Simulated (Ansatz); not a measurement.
**Two-dimensional strain map in SnS₂**

The calculation used DFT PBE+D3(BJ), scalar-relativistic, plane waves, PAW in Ansatz. Settings: plane waves to 420 eV, k-mesh 9×9×6 (Γ-centred), Gaussian smearing 0.05 eV. No spin polarisation. Energies are free energies at this smearing, counted from the undisturbed cell; pressure is positive in compression.

Zero of the scan (as given, not relaxed at this level; it stands at 6.2 GPa):

```
Sn S
1.0
     3.59830    0.00000    0.00000
    -1.79915    3.11622    0.00000
     0.00000    0.00000    5.49400
Sn S
1 2
Direct
  0.00000 0.00000 0.00000
  0.66667 0.33333 0.26390
  0.33333 0.66667 0.73610
```

The cell is strained by p along both x and y and by q along z, fractional coordinates fixed. Points are written (p, q).

Energy above the undisturbed cell in meV/atom (a dash: not computed):

```
 p \ q  -0.030  -0.015  0.000  0.015  0.030
-0.030       ?   103.4      ?   59.4   45.2
-0.015    74.9       –   31.3      –    7.2
 0.000    33.4       –    0.0      –  -15.6
 0.030    -5.4       –      ?      –  -22.3
```

Fill in the withheld energies.

(-0.030, -0.030): 133.6; (-0.030, 0.000): 78.7; (0.030, 0.000): -21.3.